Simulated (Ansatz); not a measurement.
# InSe (R3m) in Ansatz: settings compared

Aim: see how the results for InSe move with the level of theory and the settings. Levels: PBE, RPBE+D3(BJ). Tasks: single point, relaxation of cell and atoms.

All numbers are computed with Ansatz 0.2.0; they aren't measurements. Logs are shortened: lines on timing, memory, paths and dates and some standing lists are left out, and cuts for length are marked.

**What was measured.**

From “The Interaction of Hydrogen with the van der Waals Crystal γ-InSe”, 2020, pmc:7321205, for a bulk crystal of InSe at 300 K: band gap 1.25 eV.

How close the calculation comes is told below.

## 1. Starting point

The structure is trigonal, space group R3m (No. 160). The conventional cell has a = 4.000 Å, b = 4.000 Å, c = 25.320 Å, α = 90.00°, β = 90.00°, γ = 120.00°. In (site symmetry 3m) is surrounded by 3 Se at 2.63 Å and 1 In at 2.82 Å. In (site symmetry 3m) is surrounded by 3 Se at 2.64 Å and 1 In at 2.82 Å. Se (site symmetry 3m) is surrounded by 3 In at 2.63 Å. Around Se (site symmetry 3m) lie 3 In at 2.64 Å.

## 2. Single point, PBE

input.yaml

```yaml
crystal:
  lattice:
    - [2.0, 1.1547005384, 8.44]
    - [-2.0, 1.1547005384, 8.44]
    - [0.0, -2.3094010768, 8.44]
  atoms:
    - { symbol: In, position: [0.8886, 0.8886, 0.8886] }
    - { symbol: In, position: [0.0, 0.0, 0.0] }
    - { symbol: Se, position: [0.1719, 0.1719, 0.1719] }
    - { symbol: Se, position: [0.3835, 0.3835, 0.3835] }
hamiltonian:
  xc: pbe
  pseudopotentials: { kind: paw }
kpoints:
  mp_grid: { grid: [8, 8, 8] }
scf:
  occupations: { method: gaussian, width: 0.015 }
output:
  forces: true
  stress: true
  eigenvalues: true
```

Potentials or basis: Ansatz PAW.

Run with:

```console
$ ansatz run input.yaml --threads 2 --pin off --max-ram 5632MiB --backend cpu --events-out ev --progress --plain --runs-dir out
```

Standard output:

```text
Warning: RAYON_NUM_THREADS=2 ignored (pool sized by the plan → 2); use --threads N
basis.fft_grid_basis auto: the FFT boxes are laid along the combinations [[1, 0, -1], [0, 1, -1], [0, 0, 1]] of the cell's own vectors, 4.000, 4.000 and 8.750 Å long. The dense box has 27×27×60 points. Along the cell's own vectors, as sized, it would have 60×60×60, 4.94 times as many. Of the 6 symmetry operations that the crystal satisfies within crystal.symmetry.tolerance (time reversal apart; of a slab, those that keep its plane) the dense box along the cell's own vectors carries 6, and the one as laid loses 4 of those. basis.fft_grid_basis: typed keeps the cell's own vectors: state it where this run's energies or levels are differenced outside the engine with another run's, or held beside a run that keeps those vectors.
Engine: ansatz 0.2.0, x86_64-unknown-linux-gnu
Pseudopotentials: kind: paw
Pseudopotential: In, paw, valence charge 13, recommended cutoff 420 eV (normal), In.paw.azcp
Pseudopotential: Se, paw, valence charge 16, recommended cutoff 420 eV (normal), Se.paw.azcp
Functional definition: PBE
  parameter kappa = 0.804
  parameter beta = 0.06672455060314922
  exchange = pbe_x(kappa = kappa, mu = beta*pi^2/3)
  correlation = pbe_c(beta = beta)
Crystal: 4 atoms, lattice volume = 116.948 Å³
Basis set: ecut = 420 eV, 2309 PW (Γ), FFT grids on a1−a3, a2−a3, a3, exchange–correlation on 54×54×120 points (8 copies of the dense FFT grid, shifted against one another)
Bands: 35, of which v1, the nominal top of the filled ones, is band 29 counted from 1 (28 counted from 0)
Symmetry: 6 space group operations
Space group: R3m (ITA 160), of the structure as read, at distance tolerance 4.9e-5 Å
k-points: 65 of 512 (time reversal used)
Non-local potential: In, projectors of the file, l = 0: 2, l = 1: 2, l = 2: 2, l = 3: 2
Non-local potential: Se, projectors of the file, l = 0: 2, l = 1: 2, l = 2: 3, l = 3: 1
PAW form: soft (Blöchl's): semilocal exchange-correlation on the pseudo side does not see the compensation charge
PAW one-centre angular grid: In, 590 points (default); XC on 64 Gauss nodes
PAW one-centre angular grid: Se, 590 points (default); XC on 64 Gauss nodes
Initial density: superposition of atomic densities (neutral atoms: chi_scale 0, normalization atom), corrected by the library's trained network
Initial wavefunctions: pseudopotential atomic-orbital guess
Functional: x = pbe(κ = 0.804, μ = 0.2195149727645171), c = pbe(β = 0.06672455060314922)
SCF iter   1: F=—  HF=-22135.870664 eV  |F-HF|=—  |Δ(HF+E_count)|=         —  Δρ=1.72e-3  dr2=1.06e-2  ethr=1.77e-3  ⟨swp⟩=6.9  Hψ=9489  notcnv=0
preconditioner: auto → Resta (q_TF=auto, 2.427 Å⁻¹)  ε∞=3.3  [insulator: Δε(μ)=0.436 eV  Ē_g=13.996 eV  σ=0.015 eV  W_gap=1.00  n_scr=30 (ndim 8)  ℏωp=21.2 eV  f_vac=0.086  D(μ)=0.00/eV (n_scr^D=0)  ε∞_Penn≈3.3]
SCF iter   2: F=—  HF=-22135.866602 eV  |F-HF|=—  |Δ(HF+E_count)|=   4.06e-3  Δρ=7.76e-4  dr2=6.06e-4  ethr=1.84e-5  ⟨swp⟩=2.8  Hψ=4375  notcnv=0  defer=76
SCF iter   3: F=—  HF=-22135.866628 eV  |F-HF|=—  |Δ(HF+E_count)|=   2.55e-5  Δρ=3.81e-4  dr2=1.59e-4  ethr=1.05e-6  ⟨swp⟩=2.0  Hψ=3350  notcnv=0  defer=11
automatic band count: iteration 3 solves 34 bands in place of 35: the levels show a gap, and the empty bands left out lie too high to hold charge; the band table lists the bands solved (type scf.n_extra_bands for more)
SCF iter   4: F=—  HF=-22135.866721 eV  |F-HF|=—  |Δ(HF+E_count)|=   9.33e-5  Δρ=1.10e-4  dr2=1.69e-5  ethr=2.74e-7  ⟨swp⟩=2.2  Hψ=2897  notcnv=0  defer=11
SCF iter   5: F=—  HF=-22135.866724 eV  |F-HF|=—  |Δ(HF+E_count)|=   2.22e-6  Δρ=2.69e-5  dr2=1.73e-6  ethr=2.91e-8  ⟨swp⟩=2.0  Hψ=4084  notcnv=0  defer=11
SCF iter   6: F=—  HF=-22135.866725 eV  |F-HF|=—  |Δ(HF+E_count)|=   1.22e-6  Δρ=8.76e-6  dr2=1.25e-7  ethr=2.98e-9  ⟨swp⟩=2.0  Hψ=4084  notcnv=0  defer=11
SCF iter   7: F=-22135.866725 eV  HF=-22135.866725 eV  |F-HF|=5.57e-9  |Δ(HF+E_count)|=   1.99e-7  Δρ=2.11e-6  dr2=5.81e-9  ethr=1.72e-10  ⟨swp⟩=5.4  Hψ=7785  notcnv=0
SCF 1 converged in 7 iterations: F = -22135.866725 eV  dr2 = 5.81e-9
SCF converged after 7 iterations
Free energy (F): -22135.866725 eV
Harris-Foulkes:  -22135.866725 eV  (|F-HF|=5.57e-9)
Internal energy: -22135.866725 eV  (E = F + TS)
E sigma→0 (E₀):  -22135.866725 eV
Fermi energy:    7.500397 eV
--- Per-component energies (eV) ---
  E_band       = -912.716117
  E_kinetic    = 723.453276
  E_local      = -7917.558812  (includes V_loc(G=0)·N_el)
  E_nonlocal   = -457.102093
  E_hartree    = 3651.301599
  E_xc         = -639.046420
  E_vxc        = -394.939768  (∫ρ·V_xc dr)
  E_paw        = -12132.709303  (= ΣΔE_a)
  E_vpaw       = -169.173020  (= ΣTr[D̂ρ^β])
  E_aug_tail   = -0.001156  (compensation charges beyond the density's cutoff)
  E_ewald      = -5364.203816
  E_smearing   = -0.000000  (= −TS)
  E_closure    = -0.000000  (closes the sum)
  Σ components = -22135.866725   (vs F -22135.866725, Δ=0.00e0)
--- Forces (eV/Å), atoms counted from 1 ---
  atom   1  In     0.00000000    -0.00000000     0.36503965
  atom   2  In     0.00000000     0.00000000    -0.34950398
  atom   3  Se     0.00000000     0.00000000    -0.25774563
  atom   4  Se     0.00000000    -0.00000000     0.24220310
  max |Σ_I F_I| component: 6.85e-6 eV/Å
--- Stress (GPa, compression-positive) ---
        3.147728       0.000000       0.000000
        0.000000       3.147728      -0.000000
       -0.000000      -0.000000       1.952734
  P = ⅓ Tr σ = 2.7494 GPa (27.494 kbar)
--- Band table (eV; the first three rows and the last of 65) ---
  k-point 0: bands = ["-40.1872", "-40.1872", "-40.1790", "-40.1790", "-40.1580", "-40.1580", "-40.1513", "-40.1513", "-40.1471", "-40.1409", "-7.4962", "-7.3268", "-7.3268", "-7.2545", "-7.2545", "-7.2315", "-7.2315", "-7.0646", "-7.0646", "-7.0617", "-6.2777", "-5.8781", "0.9893", "3.8415", "5.7711", "5.9754", "5.9754", "6.0684", "6.0684", "8.9779", "9.3883", "11.6843", "11.6843", "12.4647"]
  k-point 1: bands = ["-40.1872", "-40.1872", "-40.1790", "-40.1790", "-40.1580", "-40.1580", "-40.1513", "-40.1513", "-40.1470", "-40.1409", "-7.5024", "-7.3822", "-7.3231", "-7.3221", "-7.2432", "-7.2357", "-7.2246", "-7.0993", "-7.0659", "-7.0035", "-6.1010", "-5.7311", "1.1018", "3.5703", "4.9890", "5.5897", "5.7789", "5.9031", "6.1730", "9.3195", "10.0693", "10.9857", "11.8361", "12.1210"]
  k-point 2: bands = ["-40.1872", "-40.1871", "-40.1790", "-40.1789", "-40.1580", "-40.1580", "-40.1514", "-40.1513", "-40.1470", "-40.1408", "-7.5602", "-7.4431", "-7.4302", "-7.3185", "-7.2458", "-7.2161", "-7.2032", "-7.1163", "-7.0688", "-6.9523", "-5.6824", "-5.3741", "1.2978", "2.7979", "3.8057", "5.2390", "5.3869", "5.5232", "6.2778", "9.3111", "9.4837", "11.3338", "11.5275", "12.0502"]
  k-point 64: bands = ["-40.1872", "-40.1872", "-40.1790", "-40.1790", "-40.1580", "-40.1580", "-40.1513", "-40.1513", "-40.1471", "-40.1409", "-7.4959", "-7.3270", "-7.3270", "-7.2544", "-7.2544", "-7.2315", "-7.2315", "-7.0706", "-7.0645", "-7.0645", "-6.1355", "-6.0273", "1.3378", "2.9477", "5.9076", "5.9076", "6.1426", "6.1426", "7.2794", "7.7214", "9.4493", "11.6020", "11.6020", "12.9028"]
```

Wall time 19 s (2 threads of Intel Xeon at 2.50GHz (Skylake/Cascade Lake), shared host); peak memory 0.51 GiB.

What came out:

```
Free energy            : -22135.8667 eV
Pressure               : 2.7 GPa
Largest force          : 0.365 eV/Å
Band gap on the k mesh : 0.44 eV, direct
```

Forces in eV/Å, atoms in the order of the input:
```
In   0.000  0.000  0.365
In   0.000  0.000 -0.350
Se   0.000  0.000 -0.258
Se   0.000  0.000  0.242
```

Levels at points of the mesh, in eV from the valence-band top:
```tsv
k point	band 25	band 26	band 27	band 28	band 29	band 30	band 31	band 32	band 33	band 34
(0.00, 0.00, 0.00)	-1.51	-1.30	-1.30	-1.21	-1.21	1.70	2.11	4.40	4.40	5.19
(0.00, 0.00, -0.50)	-3.46	-2.38	-2.34	-2.24	-1.67	1.22	1.97	3.64	3.99	4.81
(0.00, -0.50, -0.50)	-3.22	-2.65	-2.50	-2.05	-1.50	1.19	1.98	3.30	3.62	4.41
(-0.50, -0.50, -0.50)	-1.37	-1.37	-1.14	-1.14	0.00	0.44	2.17	4.32	4.32	5.62
```

Caveat: spin-orbit coupling is left out, which moves the levels of the heavy elements.

## 3. Relaxation of cell and atoms, RPBE+D3(BJ)

input.yaml, as its differences from that of step 2:

```diff
@@ -11,4 +11,5 @@
 hamiltonian:
-  xc: pbe
+  xc: rpbe
   pseudopotentials: { kind: paw }
+  dispersion: d3bj
 kpoints:
@@ -16,3 +17,3 @@
 scf:
-  occupations: { method: gaussian, width: 0.015 }
+  occupations: { method: fermi_dirac, width: 0.05 }
 output:
@@ -20,2 +21,5 @@
   stress: true
-  eigenvalues: true
+relax:
+  f_tol: 0.01
+  max_steps: 40
+  cell: { stress_tol: 0.05 }
```

Potentials or basis: Ansatz PAW.

Run with:

```console
$ ansatz run input.yaml --threads 2 --pin off --max-ram 5632MiB --backend cpu --events-out ev --progress --plain --runs-dir out
```

Wall time 1.9 min (2 threads of Intel Xeon at 2.50GHz (Skylake/Cascade Lake), shared host); peak memory 0.53 GiB.

Results (log left out):

```yaml
Free_energy: -22170.7300 eV
Relaxed_volume: 23.65 Å³/atom
Relaxed_cell: a = 8.106 Å, b = 8.106 Å, c = 8.106 Å, α = 26.67°, β = 26.67°, γ = 26.67°
Space_group_after_relaxing_to_0.05_Å: R3m (No. 160)
Energy_gained_by_relaxing: 114.3 meV/atom
Ionic_steps: 7
Pressure_after_relaxing: 0.0 GPa
Largest_force_after_relaxing: 0.005 eV/Å
Band_gap_on_the_k_mesh: 0.71 eV
```

Forces on the atoms (eV/Å):
```
In   0.000  0.000 -0.003
In   0.000  0.000  0.005
Se   0.000  0.000  0.000
Se   0.000  0.000 -0.002
```

Step by step:
| step | energy change (eV) | largest force (eV/Å) | volume (Å³) |
| --- | --- | --- | --- |
| 1 | 0.0000 | 0.3892 | 116.95 |
| 2 | -0.2464 | 1.5000 | 101.96 |
| 3 | -0.4518 | 0.2368 | 93.50 |
| 4 | -0.4603 | 0.1067 | 93.94 |
| 5 | -0.4617 | 0.0261 | 94.55 |
| 6 | -0.4618 | 0.0045 | 94.61 |
| 7 | -0.4574 | 0.0047 | 94.61 |

Final structure:
```xyz
4
Lattice="1.8696 1.0794 7.8134 -1.8696 1.0794 7.8134 0.0000 -2.1588 7.8134" Properties=species:S:1:pos:R:3 pbc="T T T"
In    0.0000    0.0000   20.7826
In    0.0000    0.0000    0.0433
Se    0.0000    0.0000    3.7511
Se    0.0000    0.0000    9.2705
```

Caveat: the volume moved by over 15 % at a fixed basis, so the end points are rough; the plane-wave basis is chosen anew once the cell has moved, so the energies of steps on either side of that aren't comparable; spin-orbit coupling is left out, which moves the levels of the heavy elements; the volume moved by -19 % from the deposited cell, more than functionals usually miss; the PAW data sets come from PBE, with cores solved anew for the run's functional, which leaves a small shift of forces and pressure.

## 4. Against experiment

Step 2. A measured gap of InSe is 1.25 eV (300 K; “The Interaction of Hydrogen with the van der Waals Crystal γ-InSe”, 2020, pmc:7321205); the calculated 0.44 eV misses it by -0.81 eV. Spin-orbit coupling on In, Se is left out. The value is that of PBE on a finite k mesh, which can miss the band edges, without temperature or zero-point motion. Semilocal functionals fall short of measured gaps as a rule.
